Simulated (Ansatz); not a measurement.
Take ZnTe in the zinc blende structure (space group F-43m, No. 216) as the base.

```yaml
crystal:
  lattice:
    - [0.00000, 3.03285, 3.03285]
    - [3.03285, 0.00000, 3.03285]
    - [3.03285, 3.03285, 0.00000]
  atoms:
    - { symbol: Te, position: [0.75000, 0.75000, 0.75000] }
    - { symbol: Zn, position: [0.00000, 0.00000, 0.00000] }
```

Computed with PBEsol, PAW, 420 eV (Ansatz, a first-principles code; scalar-relativistic without spin-orbit coupling).

One change was made to it. Results:

| quantity | base | after |
|---|---|---|
| valley order (the lowest conduction-band minima on the path, energy above the VBM, named in the base's zone) | Γ 1.24 eV; L along ⟨111⟩ 1.73 eV; a point along ⟨100⟩, about 0.9 Å⁻¹ from Γ 2.12 eV | a point along ⟨100⟩, about 0.9 Å⁻¹ from Γ 1.46 eV; L along ⟨111⟩ 2.06 eV; Γ 2.56 eV |
| volume per atom | 27.90 Å³ | 21.73 Å³ |

Problem. What was done to the base?
A. pressure 22.5 GPa
B. pressure 0.9 GPa
C. pressure 9 GPa
D. pressure −2 GPa

Solution. A, pressure 22.5 GPa. For comparison, the valley order in the other runs: pressure 0.9 GPa gives Γ 1.32 eV; L along ⟨111⟩ 1.76 eV; a point along ⟨100⟩, about 0.9 Å⁻¹ from Γ 2.09 eV; pressure 9 GPa gives a point along ⟨100⟩, about 0.9 Å⁻¹ from Γ 1.82 eV; Γ 1.90 eV; L along ⟨111⟩ 1.90 eV; pressure −2 GPa gives Γ 1.03 eV; L along ⟨111⟩ 1.68 eV; a point along ⟨100⟩, about 0.9 Å⁻¹ from Γ 2.19 eV.

With Te present, leaving out spin-orbit coupling can change the band edges. The levels and masses belong to the bands next to the band gap. Load acts through the strain it causes; cell and atoms are relaxed under it. No phonon test of stability was made. Measured, ZnTe leaves this structure (for cinnabar) near 9.5 GPa (temperature not stated; as listed in Datta, Sujoy, Jana, Debnarayan, arXiv (2020)), on rising pressure, with hysteresis.
